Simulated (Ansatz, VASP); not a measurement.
# AsP: VASP beside Ansatz

Aim: how closely do two programs agree when they are given the same cell, functional and k mesh? The cell is taken from a series of runs on this material, whose earlier steps may have relaxed, scaled, displaced or heated it; both programs get it as it stands.

Main program and level: Ansatz 0.2.0; plane waves, with VASP 6.6.1 beside it; G0W0 gap at HSE06.

### 1. Set-up

The cell holds 2 atoms: 1 P and 1 As. Its edges and angles: a = 3.401 Å, b = 3.401 Å, c = 25.800 Å, α = 90.0°, β = 90.0°, γ = 120.0°. Vacuum lies along c.

### 2. Ansatz: G0W0 gap, HSE06

Ansatz runs on its PAW soft_1 files.

Quasiparticle shifts depend on high empty states and on the cores, so they are the hardest test of two PAW sets.

File input.yaml:

```yaml
crystal:
  lattice:
    - [3.4011980971, 0.0, 0.0]
    - [-1.7005990485, 2.9455239554, 0.0]
    - [0.0, 0.0, 25.8]
  atoms:
    - { symbol: P, position: [0.3333333333, 0.6666666667, 0.4744223159] }
    - { symbol: As, position: [0.6666666667, 0.3333333333, 0.5255776841] }
  periodic: [true, true, false]
kpoints:
  mp_grid: { grid: [6, 6, 1] }
hamiltonian:
  xc: hse06
  pseudopotentials: { kind: paw, azcp: { folder: soft_1 } }
scf:
  occupations: { method: fixed }
gw:
  n_empty_bands: 232
  ecut_chi: 54.0
  qp_bands: [v2, c2]
  qp_kpoints: band_edges
  screening: { model: contour_deformation }
```

Command:

```console
$ ansatz run input.yaml --threads 4 --pin off --max-ram 17510MiB --backend cpu --events-out ev --progress --plain --runs-dir out
```

Numbers of over 12 decimals in the logs are rounded to 6 here.

What it wrote:

```text
Engine: ansatz 0.2.0, aarch64-unknown-linux-gnu
Pseudopotentials: kind: paw
Pseudopotential: P, paw, valence charge 5, recommended cutoff 420 eV (normal), soft_1/P.paw.azcp
Pseudopotential: As, paw, valence charge 15, recommended cutoff 420 eV (normal), soft_1/As.paw.azcp
Functional definition: HSE06
  parameter a = 0.25
  parameter omega = 0.11/bohr
  exchange = pbe_x - a*pbe_x_sr(omega) + a*exact_x_sr(omega)
  correlation = pbe_c
davidson cushion auto → on  (no smearing: the cushion is to keep the highest requested band from converging to the state above it; pin scf.eigensolver.cushion to override)
Crystal: 2 atoms, lattice volume = 258.472 Å³
Basis set: ecut = 420 eV, 5091 PW (Γ)
Bands: 14, of which v1, the nominal top of the filled ones, is band 10 counted from 1 (9 counted from 0)
Symmetry: 6 space group operations
Space group: P3m1 (ITA 156), of the structure as read, at distance tolerance 6.4e-5 Å
k-points: 7 of 36 (time reversal used)
Non-local potential: P, projectors of the file, l = 0: 2, l = 1: 2, l = 2: 1
Non-local potential: As, projectors of the file, l = 0: 2, l = 1: 2, l = 2: 3, l = 3: 1
PAW form: soft (Blöchl's): semilocal exchange-correlation on the pseudo side does not see the compensation charge
PAW frozen core: P, regenerated for the run's functional, and the local potential with it (the file was generated under x = pbe(κ = 0.804, μ = 0.219515), c = pbe(β = 0.066725))
PAW frozen core: As, regenerated for the run's functional, and the local potential with it (the file was generated under x = pbe(κ = 0.804, μ = 0.219515), c = pbe(β = 0.066725))
PAW one-centre angular grid: P, 110 points (default); XC on 64 Gauss nodes
PAW one-centre angular grid: As, 590 points (default); XC on 64 Gauss nodes
Initial density: superposition of atomic densities (neutral atoms: chi_scale 0, normalization atom)
Initial wavefunctions: pseudopotential atomic-orbital guess
Functional: x = pbe(κ = 0.804, μ = 0.219515), c = pbe(β = 0.066725), warm-up for x = pbe(κ = 0.804, μ = 0.219515) + 0.25 (exact − pbe) at short range (hse, ω = 0.207870 Å⁻¹), c = pbe(β = 0.066725); HSE06 as pw.x's `hse` composes it (authors' and Libxc's form: `xc: wpbeh`)
iter 1 solved again at ethr=2.93e-3 eV; its pass at ethr=1.00e-1 eV (dr2=5.87e-1 eV) is discarded
SCF iter   1: F=—  HF=-5611.776229 eV  |F-HF|=—  |Δ(HF+E_count)|=         —  Δρ=1.39e-2  dr2=5.77e-1  ethr=2.93e-3  ⟨swp⟩=7.0  Hψ=655  notcnv=0
preconditioner: auto → none  [insulator: Δε(μ)=1.915 eV  Ē_g=9.971 eV  n_scr=14 (ndim 8)  ℏωp=7.3 eV  f_vac=0.773]
SCF iter   2: F=—  HF=-5611.880467 eV  |F-HF|=—  |Δ(HF+E_count)|=   1.04e-1  Δρ=9.80e-3  dr2=1.65e0  ethr=2.89e-3  ⟨swp⟩=5.3  Hψ=302  notcnv=0  defer=5  recentre
SCF iter   3: F=—  HF=-5611.741094 eV  |F-HF|=—  |Δ(HF+E_count)|=   1.39e-1  Δρ=8.86e-3  dr2=4.68e-1  ethr=2.89e-3  ⟨swp⟩=4.6  Hψ=281  notcnv=0  defer=3
iter 4 solved again at ethr=1.85e-4 eV; its pass at ethr=2.34e-3 eV (dr2=3.70e-2 eV) is discarded
SCF iter   4: F=—  HF=-5611.682015 eV  |F-HF|=—  |Δ(HF+E_count)|=   5.91e-2  Δρ=4.60e-3  dr2=3.60e-2  ethr=1.85e-4  ⟨swp⟩=4.0  Hψ=491  notcnv=0  defer=3
SCF iter   5: F=—  HF=-5611.677814 eV  |F-HF|=—  |Δ(HF+E_count)|=   4.20e-3  Δρ=4.30e-4  dr2=1.17e-3  ethr=1.80e-4  ⟨swp⟩=3.1  Hψ=239  notcnv=0
SCF iter   6: F=-5611.677927 eV  HF=-5611.677965 eV  |F-HF|=3.82e-5  |Δ(HF+E_count)|=   1.51e-4  Δρ=2.24e-4  dr2=9.53e-5  ethr=5.83e-6  ⟨swp⟩=4.3  Hψ=327  notcnv=0
SCF 1 stopped early in 6 iterations: F = -5611.677927 eV  dr2 = 9.53e-5
  greatest PAW one-centre occupation: 0.999 electrons in one spin orbital (limit 2), on the As atom at site 1 (counted from 0), in its partial waves of l = 2
Initial density: handed on by an earlier stage of this run
Initial wavefunctions: those handed on with the density
Functional: x = pbe(κ = 0.804, μ = 0.219515) + 0.25 (exact − pbe) at short range (hse, ω = 0.207870 Å⁻¹), c = pbe(β = 0.066725); HSE06 as pw.x's `hse` composes it (authors' and Libxc's form: `xc: wpbeh`)
Exchange kernel: α = 0.2500, screened, ω = 0.2079 Å⁻¹, Wigner–Seitz truncation, v(0) = 1045.6964 eV·Å³, q-mesh 6×6×1, nearest image of the exchange supercell L = 20.41 Å, pair-density grid 15×15×108, without the augmentation charges, whose exchange is taken in its separable form by FFT convolution over the k-point mesh (sized by the pseudopotential files, 20×20×180 at the most)
Frozen-core exchange: fock
SCF iter   1: F=—  HF=-5613.251409 eV  |F-HF|=—  |Δ(HF+E_count)|=         —  Δρ=2.11e-3  dr2=8.10e-3  ethr=4.77e-6  ⟨swp⟩=11.9  Hψ=586  notcnv=0
preconditioner: auto → none  [insulator: Δε(μ)=2.366 eV  Ē_g=11.137 eV  n_scr=14 (ndim 8)  ℏωp=7.3 eV  f_vac=0.781]
SCF iter   2: F=—  HF=-5613.243310 eV  |F-HF|=—  |Δ(HF+E_count)|=   8.10e-3  Δρ=6.87e-4  dr2=1.40e-3  ethr=4.77e-6  ⟨swp⟩=4.0  Hψ=403  notcnv=0
SCF iter   3: F=—  HF=-5613.243096 eV  |F-HF|=—  |Δ(HF+E_count)|=   2.14e-4  Δρ=2.34e-4  dr2=5.58e-4  ethr=3.34e-6  ⟨swp⟩=3.1  Hψ=249  notcnv=0  defer=1
SCF iter   4: F=—  HF=-5613.248443 eV  |F-HF|=—  |Δ(HF+E_count)|=   5.35e-3  Δρ=2.66e-4  dr2=1.23e-4  ethr=3.14e-7  ⟨swp⟩=6.0  Hψ=455  notcnv=0  defer=2
SCF iter   5: F=—  HF=-5613.248381 eV  |F-HF|=—  |Δ(HF+E_count)|=   6.16e-5  Δρ=2.69e-5  dr2=1.27e-5  ethr=3.14e-7  ⟨swp⟩=3.1  Hψ=308  notcnv=0  defer=1
[...]
Frozen-core exchange: fock
SCF iter   1: F=—  HF=-5613.248714 eV  |F-HF|=—  |Δ(HF+E_count)|=         —  Δρ=2.38e-5  dr2=3.25e-6  ethr=1.31e-6  ⟨swp⟩=2.7  Hψ=229  notcnv=0
preconditioner: auto → none  [insulator: Δε(μ)=2.424 eV  Ē_g=11.171 eV  n_scr=14 (ndim 8)  ℏωp=7.3 eV  f_vac=0.781]
iter 2 solved again at ethr=5.68e-10 eV; its pass at ethr=1.18e-8 eV (dr2=1.14e-7 eV) is discarded
SCF iter   2: F=—  HF=-5613.248715 eV  |F-HF|=—  |Δ(HF+E_count)|=   1.55e-7  Δρ=6.91e-6  dr2=1.56e-7  ethr=5.68e-10  ⟨swp⟩=3.1  Hψ=597  notcnv=0  defer=2
SCF iter   3: F=-5613.248715 eV  HF=-5613.248715 eV  |F-HF|=3.05e-8  |Δ(HF+E_count)|=   1.87e-8  Δρ=2.65e-6  dr2=6.17e-8  ethr=5.68e-10  ⟨swp⟩=4.0  Hψ=321  notcnv=0
SCF 3 converged in 3 iterations: F = -5613.248715 eV  dr2 = 6.17e-8
hybrid outer 2: dexx = +2.852e-7 eV, tail = 1.79e-7 eV, Δε = 2.45e-3 eV (about 2.98e-4 eV left of the loop's levels)
NSCF: frozen V_eff on 7 k-points
Exchange-term sweep: 0 of 7 (spin, k) points
Exchange-term sweep: 1 of 7 (spin, k) points
Exchange-term sweep: 2 of 7 (spin, k) points
Exchange-term sweep: 3 of 7 (spin, k) points
Exchange-term sweep: 4 of 7 (spin, k) points
Exchange-term sweep: 5 of 7 (spin, k) points
Exchange-term sweep: 6 of 7 (spin, k) points
Exchange-term sweep: 7 of 7 (spin, k) points
G₀W₀ screening: q 1/7
[... further progress lines ...]
hybrid SCF converged: 2 outer / 9 inner (+6 warm-up), last move |dexx| = 2.85e-7 eV, tail = 1.79e-7 eV
Stability not checked: this state was not tested for a lower state beside it, because the functional holds exact exchange (a hybrid, or Hartree-Fock), whose exchange loop this test does not read (fock_operator; see scf.lower_state_search)
Free energy (F): -5613.248715 eV
Frozen-core exchange: fock
Harris-Foulkes:  -5613.248715 eV  (|F-HF|=3.05e-8)
Internal energy: -5613.248715 eV  (E = F + TS)
E sigma→0 (E₀):  -5613.248715 eV
Fermi energy:    -6.134798 eV
--- Per-component energies (eV) ---
  E_band       = -567.007261
  E_kinetic    = 163.290631
  E_local      = -22283.907393  (includes V_loc(G=0)·N_el)
  E_nonlocal   = -362.234015
  E_hartree    = 11108.348209
  E_xc         = -115.236216
  E_vxc        = -107.734223  (∫ρ·V_xc dr)
  E_exx        = -68.997212  (= α·E_x^exact, valence–valence)
  E_paw        = -2529.324747  (= ΣΔE_a)
  E_vpaw       = -55.131240  (= ΣTr[D̂ρ^β])
  E_aug_tail   = -0.000006  (compensation charges beyond the density's cutoff)
  E_ewald      = 8475.647924
  E_core_change = -0.835889  (= ΣΔE_core)
  E_smearing   = -0.000000  (= −TS)
  E_closure    = 0.000000  (closes the sum)
  Σ components = -5613.248715   (vs F -5613.248715, Δ=9.09e-13)
--- Band table (eV; the first three rows and the last of 7) ---
  k-point 0: bands = [... 6 lower, -13.7359, -6.8595, -6.1348, -6.1348, -2.2807, -1.4489]
  k-point 1: bands = [... 6 lower, -13.5475, -8.7635, -6.9503, -6.6361, -2.7229, -0.5872]
  k-point 2: bands = [... 6 lower, -14.3216, -10.5680, -8.0280, -6.8231, -3.7108, -1.3218]
  k-point 6: bands = [... 6 lower, -16.7488, -11.5967, -8.3445, -8.3254, -3.4754, -0.2620]
  the weakly bound empty levels are not read free of the cell's end (exact_exchange)
  guard bands above this table: 2 of the run's 14 bands. The solve was not asked for them (output.publish_guard_bands: true or output.eigenvalues: true publishes all)
--- G₀W₀: contour deformation, 6 samples at zero and on the imaginary axis and 2 off it, 36 q-points, 232 empty bands' worth ---
  eigenvalues of the whole cell's RPA ε∞ on this k-mesh (on a slab, of 1 + 4πα/V) = 1.1368, 2.7534, 2.7534; static W/v taken at q = 0 is 0.570678
  gw.qp_kpoints: band_edges: 7 of 7 stored k-points solved, in 1 pass; an edge of the gap read off the rows below is read off those points alone
    ik  band        ε_KS         Σx   Σc(E_QP)       V_xc       Z   E_QP_lin       E_QP  E_QP is
     0     9     -6.1348   -16.6277     1.1126   -15.4500  0.7764    -6.2000    -6.1999  root
     0    10     -6.1348   -16.6277     1.1126   -15.4500  0.7764    -6.2000    -6.1999  root
     0    11     -2.2807    -9.3312    -3.4860   -13.4972  0.7866    -1.5921    -1.6007  root
     0    12     -1.4489    -9.1275    -3.6847   -13.4753  0.7559    -0.7761    -0.7859  root
     1     9     -6.9503   -16.4834     1.2970   -15.1107  0.7708    -7.0262    -7.0260  root
     1    10     -6.6361   -14.3037     1.4626   -12.5005  0.7627    -6.9790    -6.9768  root
     1    11     -2.7229    -8.7587    -3.3216   -12.7109  0.7762    -2.0850    -2.0923  root
     1    12     -0.5872    -9.2529    -3.9408   -13.8304  0.7351     0.0554     0.0495  root
     2     9     -8.0280   -16.5911     1.6428   -14.8732  0.7608    -8.1032    -8.1031  root
     2    10     -6.8231   -15.5092     1.4765   -13.8076  0.7593    -7.0492    -7.0482  root
     2    11     -3.7108    -7.9698    -3.0336   -11.5447  0.7859    -3.1649    -3.1695  root
     2    12     -1.3218    -6.4440    -3.5659   -10.4489  0.7732    -0.8795    -0.8828  root
     3     9     -8.4389   -16.6643     1.7815   -14.8130  0.7561    -8.5088    -8.5087  root
     3    10     -7.8693   -15.3160     1.6892   -13.4084  0.7469    -8.0889    -8.0878  root
     3    11     -3.4068    -8.0959    -3.2762   -11.9268  0.7839    -2.8470    -2.8521  root
     3    12     -2.1396    -6.9850    -3.1531   -10.6051  0.7761    -1.6680    -1.6726  root
     4     9     -8.8669   -16.0765     1.7342   -14.2544  0.7476    -8.9549    -8.9547  root
     4    10     -6.5115   -15.1665     1.4324   -13.4742  0.7632    -6.7727    -6.7715  root
     4    11     -2.2723    -7.9267    -3.1903   -11.6611  0.7760    -1.7220    -1.7282  root
     4    12     -1.3346    -8.3598    -3.6600   -12.6115  0.7563    -0.7356    -0.7428  root
     5     9     -9.4440   -16.0097     2.2285   -13.6749  0.7230    -9.5508    -9.5503  root
     5    10     -7.3727   -15.7615     1.6194   -13.9487  0.7536    -7.5670    -7.5662  root
     5    11     -2.6002    -7.4165    -3.1690   -11.0985  0.7756    -2.0822    -2.0872  root
     5    12     -1.4521    -7.5153    -3.5236   -11.5511  0.7607    -0.9377    -0.9398  root
     6     9     -8.3445   -16.1409     1.8829   -14.0960  0.7439    -8.5071    -8.5065  root
     6    10     -8.3254   -16.0494     2.0339   -13.8745  0.7331    -8.4670    -8.4665  root
     6    11     -3.4754    -7.1519    -3.0498   -10.7116  0.7807    -2.9612    -2.9655  root
     6    12     -0.2620    -6.9099    -3.7107   -11.0434  0.7469     0.1593     0.1607  root
```

(Part 1 of 2 ends here.)

[Lines on the potential files, build, host, timing and source positions are cut from VASP's logs without a mark.]

[Logs are printed without paths, hosts, clocks, repeated set-up lines and the standing remarks that a program may print on its own settings, such as how far it seeks lower states.]

[Hosts, paths, dates, database ids (printed as entryN), source tags and the programs' standing remarks are cut or masked in the printed files.]
